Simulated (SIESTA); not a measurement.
Runs of SIESTA 5.4.2 on CsSnI3. The structure is cubic, space group Pm-3m (No. 221). The conventional cell has a = 6.206 Å, b = 6.206 Å, c = 6.206 Å, α = 90.00°, β = 90.00°, γ = 90.00°. Around Cs (site symmetry m-3m) lie 12 I at 4.39 Å. I (site symmetry 4/mmm) is surrounded by 2 Sn at 3.10 Å. Sn (site symmetry m-3m) is surrounded by 6 I at 3.10 Å. 

```csv
task,level,potentials or basis,cell,optimiser,force tolerance,energy shift,pressure (GPa)
relaxation of cell and atoms,AM05,"PseudoDojo 0.4 standard (PBEsol files), DZP (energy shift 0.002 Ry; d shell added on Cs)",relaxed,CG,0.02 eV/Å,0.002 Ry,0.0
band structure,RPBE,"PseudoDojo 0.4 standard (PBE files), DZP (energy shift 0.002 Ry; d shell added on Cs)",as given,-,-,0.002 Ry,(a)
band structure,PBE,"PseudoDojo 0.4 standard (PBE files), DZP (energy shift 0.002 Ry; d shell added on Cs)",as given,-,-,0.002 Ry,0.8
band structure,PBE,"PseudoDojo 0.4 standard (PBE files), DZP (energy shift 0.003 Ry; two zetas on semicore shells; d shell added on Cs)",as given,-,-,0.003 Ry,0.7
band structure,BLYP,"PseudoDojo 0.4 standard (PBE files), DZP (energy shift 0.002 Ry; d shell added on Cs)",as given,-,-,0.002 Ry,2.3
```

Alike in all rows: no spin polarisation; k mesh 5 × 5 × 5; smearing fermi-dirac 0.05 eV; grid cutoff 500 Ry.

**Question.** Estimate the missing entries.

**Answer.** (a) 1.8.

Caveats: the basis of atomic orbitals isn't converged, which shifts pressures, moduli and gaps; semicore shells carry a single zeta, which can move pressures by several GPa and volumes by a few percent (some runs); the cell was measured hot, at 500 K (some runs); the potentials were made for another functional, which shifts forces and pressure (some runs).

Not every run made on this cell is shown here.
